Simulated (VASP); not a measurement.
# Al (Fm-3m) in VASP: notebook

One crystal, Al, is run at these levels: PBE, PBEsol; tasks: single point, relaxation of cell and atoms.

Everything below comes from runs of VASP 6.6.1. Logs are shortened: lines on timing, memory, paths and dates and some standing lists are left out, and cuts for length are marked.

## 1. Starting point

It takes space group Fm-3m (No. 225, cubic). Conventional cell: a = 4.050 Å, b = 4.050 Å, c = 4.050 Å, α = 90.00°, β = 90.00°, γ = 90.00°. Al (site symmetry m-3m) is surrounded by 12 Al at 2.86 Å.

## 2. Single point, PBE (grid = ENCUT=650 dk=0.35 cell=2x2x2 ISMEAR=1 SIGMA=0.1 LREAL=Auto EDIFF=1e-06)

Contents of INCAR:

```
SYSTEM = Al
PREC     = Accurate       ! precision mode
ENCUT    = 650            ! plane-wave cutoff, eV
EDIFF    = 1E-6           ! SCF threshold, eV
ISMEAR   = 1              ! smearing method
SIGMA    = 0.1            ! smearing width, eV
LREAL    = Auto         
LASPH    = .True.         ! aspherical terms in the spheres
NELM     = 120            ! most SCF steps
ALGO     = Fast           ! electronic algorithm
ISIF     = 2              ! what is computed and relaxed
LWAVE    = .False.        ! write WAVECAR
LCHARG   = .False.        ! write CHGCAR
GGA      = PE             ! functional
NBANDS   = 18             ! bands
```

Contents of KPOINTS:

```
regular mesh
0
Gamma
  4 4 4
  0 0 0
```

Contents of POSCAR:

```
Al
1.0
    0.0000000000      4.0496100000      4.0496100000
    4.0496100000      0.0000000000      4.0496100000
    4.0496100000      4.0496100000      0.0000000000
Al
7
Direct
    0.0000000000      0.0000000000      0.5000000000
    0.0000000000      0.5000000000      0.0000000000
    0.0000000000      0.5000000000      0.5000000000
    0.5000000000      0.0000000000      0.0000000000
    0.5000000000      0.0000000000      0.5000000000
    0.5000000000      0.5000000000      0.0000000000
    0.5000000000      0.5000000000      0.5000000000
```

Potentials or basis: VASP PAW PBE potentials, release 64 (Al).

Run with:

```
$ cat potpaw_PBE.64/Al/POTCAR > POTCAR
$ mpirun -np 1 vasp_std > vasp.out
```

OUTCAR:

```text
SYSTEM = Al
   PREC = Accurate
   ENCUT = 650
   EDIFF = 1E-6
   ISMEAR = 1
   LREAL = Auto
   LASPH = .True.
   NELM = 120
   ISIF = 2
   GGA = PE

 Found      8 irreducible k-points:

 Following reciprocal coordinates:
            Coordinates               Weight
  0.000000  0.000000  0.000000      1.000000
  0.250000  0.000000  0.000000      8.000000
  0.500000  0.000000  0.000000      4.000000
  0.250000  0.250000  0.000000      6.000000
  0.500000  0.250000  0.000000     24.000000
 -0.250000  0.250000  0.000000     12.000000
   k-points           NKPTS =      8   k-points in BZ     NKDIM =      8   number of bands    NBANDS=     18
   number of dos      NEDOS =    301   number of ions     NIONS =      7
   total plane-waves  NPLWV = 110592
   dimension x,y,z NGX =    48 NGY =   48 NGZ =   48
   dimension x,y,z NGXF=    96 NGYF=   96 NGZF=   96
   ions per type =               7
   NGX,Y,Z   is equivalent  to a cutoff of  13.93, 13.93, 13.93 a.u.
   NGXF,Y,Z  is equivalent  to a cutoff of  27.87, 27.87, 27.87 a.u.
 SYSTEM =  Al
   PREC   = accura    normal or accurate (medium, high low for compatibility)
   ISTART =      0    job   : 0-new  1-cont  2-samecut
   ICHARG =      2    charge: 1-file 2-atom 10-const
   ISPIN  =      1    spin polarized calculation?
   LNONCOLLINEAR =      F non collinear calculations
   LSORBIT =      F    spin-orbit coupling
   LASPH  =      T    aspherical Exc in radial PAW
   ENCUT  =  650.0 eV  47.77 Ry    6.91 a.u.  11.91 11.91 11.91*2*pi/ulx,y,z
   NELM   =    120;   NELMIN=  2; NELMDL= -5     # of ELM steps
   EDIFF  = 0.1E-05   stopping-criterion for ELM
   LREAL  =      T    real-space projection
   EDIFFG = 0.1E-04   stopping-criterion for IOM
   NSW    =      0    number of steps for IOM
[... 5 lines left out ...]
   TEBEG  =    0.0;   TEEND  =   0.0 temperature during run
   PSTRESS=    0.0 pullay stress
   NELECT =      21.0000    total number of electrons
   NUPDOWN=      -1.0000    fix difference up-down
   EMIN   =  10.00;   EMAX   =-10.00  energy-range for DOS
   EFERMI =   0.00;   METHOD = LEGACY
   ISMEAR =     1;   SIGMA  =   0.10  broadening in eV -4-tet -1-fermi 0-gaus
   EFERMI_NEDOS =   21; number of points for ismear=-14 and -15
   IALGO  =     68    algorithm
   IMIX   =      4    mixing-type and parameters
     AMIX     =   0.40;   BMIX     =  1.00
     AMIX_MAG =   1.60;   BMIX_MAG =  1.00
  volume/ion in A,a.u.               =      18.97       128.05
  Fermi-wavevector in a.u.,A,eV,Ry     =   0.885234  1.672850 10.662058  0.783639
  Thomas-Fermi vector in A             =   2.006240
   LORBIT       =      0    0 simple, 1 ext, 2 COOP (PROOUT), +10 PAW based schemes
   GGA     = PE    functional components
   LHFCALC =     F    Hartree Fock is set to
   AEXX    =    0.0000 exact exchange contribution
   IVDW    =     0    specifies the selected vdW correction
   LEPSILON=     F    determine dielectric tensor
   LRPA    =     F    only Hartree local field effects (RPA)
 non-spin polarized calculation
 RMM-DIIS sequential band-by-band and
 Methfessel and Paxton  Order N= 1 SIGMA  =   0.10
  energy-cutoff  :      650.00
  volume of cell :      132.82
 maximum number of plane-waves:      5044
   NGX = 23   NGY = 23   NGZ = 23

 number of electron      21.0000000 magnetization

 Free energy of the ion-electron system (eV)
  ---------------------------------------------------
  ext. energy  EPLUGINS =         0.00000000
  ---------------------------------------------------
  free energy    TOTEN  =       -25.28119534 eV

  energy without entropy =      -25.28385584  energy(sigma->0) =      -25.28208218

 E-fermi :   6.4295     XC(G=0):  -9.5879

 val. band max:        6.3434015593   @ k =   0.5000   0.2500   0.0000
 cond. band min:       6.4587062716   @ k =   0.5000   0.0000   0.0000
 fundamental gap:      0.1153047122
 Fermi energy:         6.4295315644

 k-point     1 :       0.0000    0.0000    0.0000
  band No.  band energies     occupation
      1      -3.9158      2.00000
      2       2.0714      2.00000
      3       2.5165      2.00000
      4       2.5165      2.00000
      5       2.5165      2.00000
      6       2.5686      2.00000
[... 10 lines left out ...]
     17      12.5167      0.00000
     18      12.6034      0.00000

 k-point     2 :       0.2500    0.0000    0.0000
  band No.  band energies     occupation
      1      -3.5138      2.00000
      2      -0.2020      2.00000
      3       1.8388      2.00000
      4       1.8534      2.00000
      5       1.8534      2.00000
      6       3.0855      2.00000
[... 10 lines left out ...]
     17       9.5296      0.00000
     18       9.9376      0.00000

 k-point     3 :       0.5000    0.0000    0.0000
  band No.  band energies     occupation
      1      -2.5849      2.00000
      2      -1.9078      2.00000
      3       1.6010      2.00000
      4       1.6981      2.00000
      5       1.6981      2.00000
      6       2.6275      2.00000
[... 10 lines left out ...]
     17      10.7876      0.00000
     18      10.9049      0.00000

 k-point     4 :       0.2500    0.2500    0.0000
  band No.  band energies     occupation
      1      -3.3779      2.00000
      2       0.5816      2.00000
      3       0.6548      2.00000
      4       1.0220      2.00000
      5       1.0220      2.00000
      6       2.6659      2.00000
[... 10 lines left out ...]
     17      10.2359      0.00000
     18      10.6058      0.00000

 k-point     5 :       0.5000    0.2500    0.0000
  band No.  band energies     occupation
      1      -2.4851      2.00000
      2      -1.2891      2.00000
      3      -0.2588      2.00000
      4       0.8820      2.00000
      5       1.4271      2.00000
      6       3.4903      2.00000
[... 10 lines left out ...]
     17      10.3029      0.00000
     18      10.6122      0.00000

 k-point     6 :      -0.2500    0.2500    0.0000
  band No.  band energies     occupation
      1      -2.8599      2.00000
      2      -0.7982      2.00000
      3      -0.3943      2.00000
      4       1.4891      2.00000
      5       1.9932      2.00000
      6       3.3772      2.00000
[... 10 lines left out ...]
     17      10.0461      0.00000
     18      11.1107      0.00000

 [... further k-points ...]

------------------------ aborting loop because EDIFF is reached ----------------------------------------

  FORCE on cell =-STRESS in cart. coord.  units (eV):
  Direction    XX          YY          ZZ          XY          YZ          ZX
  --------------------------------------------------------------------------------------
  -------------------------------------------------------------------------------------
  Total       -2.1893600     -2.1893600     -2.1893600      0.0000000     -0.0000000      0.0000000
  in kB      -26.4093773    -26.4093773    -26.4093773      0.0000000     -0.0000000      0.0000000
  external PRESSURE =     -26.4093773 kB  Pullay stress =       0.0000000 kB

 VOLUME and BASIS-vectors are now :
 -----------------------------------------------------------------------------
  energy-cutoff  :      650.00
  volume of cell :      132.82
      direct lattice vectors                 reciprocal lattice vectors
     0.000000000  4.049610000  4.049610000    -0.123468680  0.123468680  0.123468680
     4.049610000  0.000000000  4.049610000     0.123468680 -0.123468680  0.123468680
     4.049610000  4.049610000  0.000000000     0.123468680  0.123468680 -0.123468680

 POSITION                                       TOTAL-FORCE (eV/Angst)
 -----------------------------------------------------------------------------------
      2.02481      2.02481      0.00000        -0.000000      0.000000      0.000000
      2.02481      0.00000      2.02481        -0.000000      0.000000     -0.000000
      4.04961      2.02481      2.02481         0.000000     -0.000000     -0.000000
      0.00000      2.02481      2.02481         0.000000      0.000000     -0.000000
      2.02481      4.04961      2.02481        -0.000000      0.000000     -0.000000
      2.02481      2.02481      4.04961        -0.000000      0.000000      0.000000
      4.04961      4.04961      4.04961         0.000000     -0.000000     -0.000000
 -----------------------------------------------------------------------------------
    total drift:                               -0.000000      0.000000      0.000000

  FREE ENERGIE OF THE ION-ELECTRON SYSTEM (eV)
  ---------------------------------------------------
  free  energy   TOTEN  =       -25.2811953448 eV

  energy  without entropy=      -25.2838558366  energy(sigma->0) =      -25.28208218
```

OSZICAR:

```text
N       E                     dE             d eps       ncg     rms          rms(c)
DAV:   1     0.288201064852E+02    0.28820E+02   -0.82513E+03   288   0.107E+03
DAV:   2    -0.237737187961E+02   -0.52594E+02   -0.50725E+02   386   0.133E+02
DAV:   3    -0.254872780081E+02   -0.17136E+01   -0.16953E+01   362   0.209E+01
DAV:   4    -0.255108346785E+02   -0.23557E-01   -0.23547E-01   380   0.286E+00
DAV:   5    -0.255114168131E+02   -0.58213E-03   -0.58211E-03   386   0.449E-01    0.332E+00
RMM:   6    -0.253528423814E+02    0.15857E+00   -0.88254E-02   290   0.110E+00    0.194E+00
RMM:   7    -0.252810928695E+02    0.71750E-01   -0.15214E-01   314   0.152E+00    0.268E-01
RMM:   8    -0.252809201331E+02    0.17274E-03   -0.12158E-02   317   0.581E-01    0.890E-02
RMM:   9    -0.252811533530E+02   -0.23322E-03   -0.24134E-03   331   0.264E-01    0.924E-02
RMM:  10    -0.252811917806E+02   -0.38428E-04   -0.57904E-04   323   0.144E-01    0.115E-02
RMM:  11    -0.252811937587E+02   -0.19781E-05   -0.13941E-04   348   0.766E-02    0.183E-02
RMM:  12    -0.252811956918E+02   -0.19331E-05   -0.34804E-05   342   0.346E-02    0.151E-02
RMM:  13    -0.252811953448E+02    0.34703E-06   -0.59343E-06   299   0.158E-02
   1 F= -.25281195E+02 E0= -.25282082E+02  d E =0.266049E-02
```

Wall time 18 s (1 thread of Intel Xeon 6975P-C (Granite Rapids), shared host); peak memory 0.3 GiB.

These settings aren't checked as converged: the numbers below hold their error.

Results:

```yaml
Free_energy: -25.2812 eV
Pressure: -2.6 GPa
Band_gap_on_the_k_mesh: none (metal or under the smearing width)
```

## 3. Relaxation of cell and atoms, PBEsol

This run uses another cell than the first one: it holds 1 atom, not 7.

Contents of INCAR:

```
  PREC = Accurate
  ENCUT = 600
  EDIFF = 1E-6
  ISMEAR = -1
  SIGMA = 0.05
  LREAL = False
  LASPH = True
  NELM = 80
  ALGO = Fast
  ISIF = 3
  LWAVE = False
  LCHARG = False
  GGA = PS
  IBRION = 2
  NSW = 40
  EDIFFG = -0.005
  PSTRESS = 0
```

Contents of KPOINTS:

```
regular mesh
0
Gamma
  11 11 11
```

Contents of POSCAR:

```
Al
1.0
    0.0000000000      2.0248050000      2.0248050000
    2.0248050000      0.0000000000      2.0248050000
    2.0248050000      2.0248050000      0.0000000000
Al
1
Direct
    0.0000000000      0.0000000000      0.0000000000
```

Potentials or basis: VASP PAW PBE potentials, release 64 (Al).

Run with:

```
$ cat potpaw_PBE.64/Al/POTCAR > POTCAR
$ mpirun -np 1 vasp_std > vasp.out
```

Wall time 3.9 s (1 thread of Intel Xeon 6975P-C (Granite Rapids), shared host); peak memory 0.14 GiB.

Results (log left out):

- Free energy: -4.1019 eV
- Relaxed volume: 16.21 Å³/atom
- Relaxed cell: a = 2.841 Å, b = 2.841 Å, c = 2.841 Å, α = 60.00°, β = 60.00°, γ = 60.00°
- Space group after relaxing (to 0.05 Å): Fm-3m (No. 225)
- Energy gained by relaxing: 2.3 meV/atom
- Ionic steps: 3
- Pressure after relaxing: 0.0 GPa
- Band gap on the k mesh: none (metal or under the smearing width)

Step by step:
```tsv
step	energy change (eV)	largest force (eV/Å)	pressure (GPa)	volume (Å³)
1	0.0000	0.0000	-1.87	16.60
2	-0.0022	0.0000	0.39	16.14
3	-0.0023	0.0000	0.00	16.21
```

Final structure:
```xyz
1
Lattice="0.0000 2.0089 2.0089 2.0089 0.0000 2.0089 2.0089 2.0089 0.0000" Properties=species:S:1:pos:R:3 pbc="T T T"
Al    0.0000    0.0000    0.0000
```

Levels at points of the mesh, in eV from the Fermi level:
| k point | band 1 | band 2 | band 3 | band 4 | band 5 |
| --- | --- | --- | --- | --- | --- |
| (0.00, 0.00, 0.00) | -11.25 | 12.69 | 12.69 | 12.69 | 14.31 |

Caveat: the PAW data sets were made with another functional, which shifts forces and pressure a little.

## 4. Against experiment

Step 3. The cell as given is a measured one (16.60 Å³/atom); PBEsol puts the equilibrium volume -2.3 % from it, thermal expansion not counted.
